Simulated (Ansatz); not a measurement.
# A strain series on NaCl (zincblende): xy shear, engineering strain (angle)

NaCl built on the zincblende prototype, relaxed with r2SCAN in the PAW code Ansatz, then strained (xy shear, engineering strain (angle); angles, axes as in the cell below) with the atoms relaxed again within the symmetry that is left. The symmetry is F-43m (No. 216, cubic); conventional cell a = 6.175 Å, 29.43 Å³ an atom. Na has 4 Cl at 2.67 Å; Cl has 4 Na at 2.67 Å. The cell comes from a prototype generator: it can be a known phase or a hypothetical one. Spin polarisation is off.

```xyz
2
Lattice="0.0000 3.0873 3.0873 3.0873 0.0000 3.0873 3.0873 3.0873 0.0000" Properties=species:S:1:pos:R:3 pbc="T T T"
Na    0.0000    0.0000    0.0000
Cl    1.5436    1.5436    1.5436
```

Gaps are the least over each mesh (PBE 8×8×8, r2SCAN 8×8×8, HSE06 6×6×6 when unstrained) and the special points, which keep their unstrained names; stress is the change from the unstrained cell, compression positive.

```csv
strain (%),"gap, PBE (eV)","gap, r2SCAN (eV)","gap, HSE06 (eV)","edges, HSE06","xy stress, r2SCAN (GPa)","energy rise, r2SCAN (meV/atom)"
-0.48,4.936,5.546,6.240,Γ,+0.03,0.0
0.0,4.942,5.552,6.246,Γ,0.00,0.0
+1.11,4.928,5.537,6.232,Γ,-0.06,0.1
+2.3,4.911,5.519,6.214,Γ,-0.13,0.3
+4.62,4.873,5.481,6.175,Γ,-0.26,1.1
```

Task: Estimate the row for a strain of -2.5 %.

Result:
```csv
strain (%),"gap, PBE (eV)","gap, r2SCAN (eV)","gap, HSE06 (eV)","edges, HSE06","xy stress, r2SCAN (GPa)","energy rise, r2SCAN (meV/atom)"
-2.5,4.907,5.516,6.211,Γ,+0.14,0.3
```

The meshes of the hybrids are coarse, so their gaps aren't converged to the digits shown.
